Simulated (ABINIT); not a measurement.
# InP (Fm-3m) in ABINIT: notebook

Runs on InP. Level: PBEsol. Tasks: single point.

Everything below comes from runs of ABINIT 10.8.3 (patched build). Logs are shortened: lines on timing, memory, paths and dates and some standing lists are left out, and cuts for length are marked. The log counts tension as positive stress, the text compression.

### Step 1. The structure

It takes space group Fm-3m (No. 225, cubic). The conventional cell has a = 5.538 Å, b = 5.538 Å, c = 5.538 Å, α = 90.00°, β = 90.00°, γ = 90.00°. Around In (site symmetry m-3m) lie 6 P at 2.77 Å. Around P (site symmetry m-3m) lie 6 In at 2.77 Å.

Measurements of this composition are mostly on another form, of space group No. 216.

### Step 2. Single point, PBEsol

Contents of run.abi:

```
# Pseudopotentials
pp_dirpath "./"
pseudos "In.upf, P.upf"

# Structure
acell 3*1.0 Angstrom
rprim
     0.0000000000     2.7688340000     2.7688340000
     2.7688340000     0.0000000000     2.7688340000
     2.7688340000     2.7688340000     0.0000000000
ntypat 2
znucl 49 15
natom 2
typat 1 2
xcart
     0.0000000000     0.0000000000     0.0000000000
     5.2323379446     5.2323379446     5.2323379446

# Plane-wave basis
ecut 31.0

# k points
kptopt 1
ngkpt 6 6 6
nshiftk 1
shiftk 0.0 0.0 0.0

# Exchange and correlation
ixc -116133

# Bands and occupations
nband 13
occopt 3
tsmear 0.05 eV

# SCF cycle
nstep 100
tolvrs 1.0e-10

# Output
iomode 3
prtwf 0
prteig 0
prtebands 0
prtvol 2
prtden 1
prtvha 1
prtvclmb 1
prtpot 1
prtelf 1
```

Potentials or basis: PseudoDojo NC SR PBEsol v0.4.1 standard.

Command:

```
$ abinit run.abi > log 2>&1
```

run.abo:

```text
.Version 10.8.3 of ABINIT
 Symmetries : space group Fm -3 m (#225); Bravais cF (face-center cubic)
================================================================================
 Values of the parameters that define the memory need of the present run
     intxc =       0    ionmov =       0      iscf =       7    lmnmax =       6
     lnmax =       6     mgfft =      40  mpssoang =       3    mqgrid =    3001
     natom =       2  nloc_mem =       1    nspden =       1   nspinor =       1
    nsppol =       1      nsym =      48    n1xccc =    2501    ntypat =       2
    occopt =       3   xclevel =       2
       mpw =        2373          nfft =       64000          nkpt =          16
================================================================================
================================================================================

--------------------------------------------------------------------------------
------------- Echo of variables that govern the present computation ------------
--------------------------------------------------------------------------------
 -outvars: echo values of preprocessed input variables --------
            acell      1.8897261259E+00  1.8897261259E+00  1.8897261259E+00 Bohr
              amu      1.14820000E+02  3.09737620E+01
             ecut      3.10000000E+01 Hartree
              ixc     -116133
         kptrlatt        6    0    0      0    6    0      0    0    6
          kptrlen      4.43978597E+01
            natom           2
            nband          13
            ngfft          40      40      40
             nkpt          16
            nstep         100
             nsym          48
           ntypat           2
           occopt           3
        prtebands           0
           prteig           0
           prtelf           1
           prtpot           1
         prtvclmb           1
           prtvha           1
           prtvol           2
            prtwf           0
            rprim      0.0000000000E+00  2.7688340000E+00  2.7688340000E+00
                       2.7688340000E+00  0.0000000000E+00  2.7688340000E+00
                       2.7688340000E+00  2.7688340000E+00  0.0000000000E+00
          spgroup         225
           tolvrs      1.00000000E-10
           tsmear      1.83746611E-03 Hartree
            typat      1  2
           xangst      0.0000000000E+00  0.0000000000E+00  0.0000000000E+00
                       2.7688340000E+00  2.7688340000E+00  2.7688340000E+00
            xcart      0.0000000000E+00  0.0000000000E+00  0.0000000000E+00
                       5.2323379481E+00  5.2323379481E+00  5.2323379481E+00
             xred      0.0000000000E+00  0.0000000000E+00  0.0000000000E+00
                       5.0000000000E-01  5.0000000000E-01  5.0000000000E-01
            znucl       49.00000   15.00000

================================================================================

 chkinp: Checking input parameters for consistency.

================================================================================
== DATASET  1 ==================================================================

--- !DatasetInfo
iteration_state: {dtset: 1, }
dimensions: {natom: 2, nkpt: 16, mband: 13, nsppol: 1, nspinor: 1, nspden: 1, mpw: 2373, }
cutoff_energies: {ecut:  31.0, pawecutdg:  -1.0, }
electrons: {nelect:   1.80000000E+01, charge:   0.00000000E+00, occopt:   3.00000000E+00, tsmear:   1.83746611E-03, }
meta: {optdriver: 0, ionmov: 0, optcell: 0, iscf: 7, paral_kgb: 0, }
...

 Real(R)+Recip(G) space primitive vectors, cartesian coordinates (Bohr,Bohr^-1):
 R(1)=  0.0000000  5.2323379  5.2323379  G(1)= -0.0955596  0.0955596  0.0955596
 R(2)=  5.2323379  0.0000000  5.2323379  G(2)=  0.0955596 -0.0955596  0.0955596
 R(3)=  5.2323379  5.2323379  0.0000000  G(3)=  0.0955596  0.0955596 -0.0955596
 Unit cell volume ucvol=  2.8649520E+02 bohr^3
 Angles (23,13,12)=  6.00000000E+01  6.00000000E+01  6.00000000E+01 degrees

 getcut: wavevector=  0.0000  0.0000  0.0000  ngfft=  40  40  40
         ecut(hartree)=     31.000   => boxcut(ratio)=   2.15677

--- Pseudopotential description ------------------------------------------------
- pspini: atom type   1  psp file is ./In.upf
12 -116133 2 -1 1940                          pspcod,pspxc,lmax,lloc,mmax
     nproj     2     2     2
[... 101 lines left out ...]
  7.33E-14 6.77E-14 4.94E-13 1.68E-09 6.46E-13
   0.3333  0.1667  0.0000    1  2.66891E-09 kpt; spin; max resid(k); each band:
  2.00E-16 2.07E-16 3.65E-16 2.96E-16 2.07E-16 8.84E-15 5.04E-14 2.32E-14
[... 16 lines left out ...]
  -0.3333  0.3333  0.0000    1  2.46621E-08 kpt; spin; max resid(k); each band:
  2.78E-16 3.56E-17 4.17E-16 1.61E-16 8.35E-17 3.40E-14 1.22E-14 2.99E-14
  6.38E-14 1.84E-13 1.77E-12 2.18E-13 2.47E-08
   0.5000  0.5000  0.0000    1  3.77157E-05 kpt; spin; max resid(k); each band:
  3.53E-16 1.75E-16 1.10E-16 2.71E-17 4.39E-17 2.41E-14 3.91E-14 7.77E-15
  1.33E-14 3.70E-15 1.58E-13 5.24E-10 3.77E-05
   0.5000  0.3333  0.1667    1  2.29359E-09 kpt; spin; max resid(k); each band:
  2.41E-16 1.28E-16 3.06E-16 1.83E-16 7.65E-17 2.05E-14 1.10E-14 5.51E-14
  8.54E-14 2.50E-13 2.08E-13 3.36E-13 2.29E-09
  -0.3333  0.3333  0.1667    1  1.21923E-12 kpt; spin; max resid(k); each band:
  3.28E-16 4.94E-17 2.69E-16 2.93E-16 2.97E-17 2.53E-14 4.74E-15 4.30E-14
  5.61E-14 2.66E-13 2.31E-13 1.22E-12 3.49E-13
  -0.3333  0.5000  0.1667    1  1.32957E-11 kpt; spin; max resid(k); each band:
  3.67E-16 1.99E-16 9.43E-17 1.12E-16 4.38E-17 2.79E-14 3.04E-14 2.20E-15
  1.90E-14 4.33E-14 1.13E-13 3.64E-13 1.33E-11
 reduced coordinates (array xred) for    2 atoms
       0.000000000000      0.000000000000      0.000000000000
       0.500000000000      0.500000000000      0.500000000000
 rms dE/dt=  0.0000E+00; max dE/dt=  0.0000E+00; dE/dt below (all hartree)
    1       0.000000000000      0.000000000000      0.000000000000
    2       0.000000000000      0.000000000000      0.000000000000

 cartesian coordinates (angstrom) at end:
    1      0.00000000000000     0.00000000000000     0.00000000000000
    2      2.76883400000000     2.76883400000000     2.76883400000000

 cartesian forces (hartree/bohr) at end:
    1     -0.00000000000000    -0.00000000000000    -0.00000000000000
    2     -0.00000000000000    -0.00000000000000    -0.00000000000000
 frms,max,avg= 0.0000000E+00 0.0000000E+00   0.000E+00  0.000E+00  0.000E+00 h/b

 cartesian forces (eV/Angstrom) at end:
    1     -0.00000000000000    -0.00000000000000    -0.00000000000000
    2     -0.00000000000000    -0.00000000000000    -0.00000000000000
 frms,max,avg= 0.0000000E+00 0.0000000E+00   0.000E+00  0.000E+00  0.000E+00 e/A
 length scales=  1.889726125908  1.889726125908  1.889726125908 bohr
              =  1.000000000000  1.000000000000  1.000000000000 angstroms
 Fermi (or HOMO) energy (hartree) =   0.22595   Average Vxc (hartree)=  -0.39401
 Eigenvalues (hartree) for nkpt=  16  k points:
 kpt#   1, nband= 13, wtk=  0.00463, kpt=  0.0000  0.0000  0.0000 (reduced coord)
  -0.29323   -0.29323   -0.29245   -0.29245   -0.29245   -0.21602    0.21619    0.21619
   0.21619    0.24297    0.48493    0.48493    0.48493
      occupation numbers for kpt#   1
   2.00000    2.00000    2.00000    2.00000    2.00000    2.00000    1.99014    1.99014
   1.99014    0.00019    0.00000    0.00000    0.00000
 kpt#   2, nband= 13, wtk=  0.03704, kpt=  0.1667  0.0000  0.0000 (reduced coord)
  -0.29373   -0.29373   -0.29249   -0.29173   -0.29173   -0.20337    0.12736    0.21830
   0.21830    0.30981    0.43759    0.44775    0.44775
      occupation numbers for kpt#   2
   2.00000    2.00000    2.00000    2.00000    2.00000    2.00000    2.00000    1.96937
   1.96937    0.00000    0.00000    0.00000    0.00000
 kpt#   3, nband= 13, wtk=  0.03704, kpt=  0.3333  0.0000  0.0000 (reduced coord)
  -0.29493   -0.29493   -0.29273   -0.29017   -0.29017   -0.16866    0.03196    0.22551
   0.22551    0.32313    0.37835    0.37835    0.41924
      occupation numbers for kpt#   3
   2.00000    2.00000    2.00000    2.00000    2.00000    2.00000    2.00000    1.11818
[... 64 lines left out ...]
      occupation numbers for kpt#  14
   2.00000    2.00000    2.00000    2.00000    2.00000    2.00000    2.00000    2.00000
   2.00000    0.00000    0.00000    0.00000    0.00000
 kpt#  15, nband= 13, wtk=  0.11111, kpt= -0.3333  0.3333  0.1667 (reduced coord)
  -0.30023   -0.29390   -0.29165   -0.29113   -0.28875   -0.10945    0.01731    0.11032
   0.13404    0.31068    0.37110    0.47465    0.48731
      occupation numbers for kpt#  15
   2.00000    2.00000    2.00000    2.00000    2.00000    2.00000    2.00000    2.00000
   2.00000    0.00000    0.00000    0.00000    0.00000
 kpt#  16, nband= 13, wtk=  0.05556, kpt= -0.3333  0.5000  0.1667 (reduced coord)
  -0.30271   -0.29307   -0.29278   -0.28993   -0.28822   -0.09707    0.06137    0.06179
   0.10748    0.26281    0.41911    0.44961    0.52714
      occupation numbers for kpt#  16
   2.00000    2.00000    2.00000    2.00000    2.00000    2.00000    2.00000    2.00000
   2.00000    0.00000    0.00000    0.00000    0.00000
 Total charge density [el/Bohr^3]
)     Maximum=    1.0826E+00  at reduced coord.    0.0750    0.9250    0.9250
)Next maximum=    1.0826E+00  at reduced coord.    0.9250    0.0750    0.9250
)     Minimum=    4.6209E-04  at reduced coord.    0.0000    0.0000    0.0000
)Next minimum=    1.0295E-03  at reduced coord.    0.5000    0.5000    0.5000
   Integrated=    1.8000E+01

--- !EnergyTerms
iteration_state     : {dtset: 1, }
comment             : Components of total free energy in Hartree
kinetic             :  4.43333194500139E+01
hartree             :  1.54024001695349E+01
xc                  : -2.18657798518629E+01
Ewald energy        : -4.92671023754462E+01
psp_core            :  2.04141980620857E+00
local_psp           : -5.01242924420050E+01
non_local_psp       : -1.37399669295932E+01
internal            : -7.32200021731500E+01
'-kT*entropy'       : -4.68333914027097E-04
total_energy        : -7.32204705070640E+01
total_energy_eV     : -1.99243050408018E+03
band_energy         : -2.48221850161435E+00
...

 Cartesian components of stress tensor (hartree/bohr^3)
  sigma(1 1)=  1.24468524E-04  sigma(3 2)=  0.00000000E+00
  sigma(2 2)=  1.24468524E-04  sigma(3 1)=  0.00000000E+00
  sigma(3 3)=  1.24468524E-04  sigma(2 1)=  0.00000000E+00

-Cartesian components of stress tensor (GPa)         [Pressure= -3.6620E+00 GPa]
- sigma(1 1)=  3.66199039E+00  sigma(3 2)=  0.00000000E+00
- sigma(2 2)=  3.66199039E+00  sigma(3 1)=  0.00000000E+00
- sigma(3 3)=  3.66199039E+00  sigma(2 1)=  0.00000000E+00

== END DATASET(S) ==============================================================
================================================================================

 -outvars: echo values of variables after computation  --------
            acell      1.8897261259E+00  1.8897261259E+00  1.8897261259E+00 Bohr
           etotal     -7.3220470507E+01
            fcart     -0.0000000000E+00 -0.0000000000E+00 -0.0000000000E+00
                      -0.0000000000E+00 -0.0000000000E+00 -0.0000000000E+00
            rprim      0.0000000000E+00  2.7688340000E+00  2.7688340000E+00
                       2.7688340000E+00  0.0000000000E+00  2.7688340000E+00
                       2.7688340000E+00  2.7688340000E+00  0.0000000000E+00
           strten      1.2446852363E-04  1.2446852363E-04  1.2446852363E-04
                       0.0000000000E+00  0.0000000000E+00  0.0000000000E+00
           xangst      0.0000000000E+00  0.0000000000E+00  0.0000000000E+00
                       2.7688340000E+00  2.7688340000E+00  2.7688340000E+00
             xred      0.0000000000E+00  0.0000000000E+00  0.0000000000E+00
                       5.0000000000E-01  5.0000000000E-01  5.0000000000E-01
 Calculation completed.
```

Wall time 16 s (1 thread of Arm Neoverse V2, shared host); peak memory 0.07 GiB.

What came out:

```
Free energy                                           : -1992.4305 eV
Pressure                                              : -3.7 GPa
Band gap on the k mesh                                : none (metal or under the smearing width)
Valence electrons inside the program's atomic spheres : In 9.86; P 2.66
```

Levels at points of the mesh, in eV from the Fermi level:
```tsv
k point	band 6	band 7	band 8	band 9	band 10	band 11	band 12	band 13
(0.00, 0.00, 0.00)	-12.03	-0.27	-0.27	-0.27	0.46	7.05	7.05	7.05
(0.50, 0.00, 0.00)	-9.94	-6.67	0.15	0.15	2.42	3.37	3.37	5.15
(0.50, 0.50, 0.00)	-8.82	-4.98	-2.54	-2.34	-2.34	3.76	9.82	9.83
```

(Part 1 of 2 ends here.)
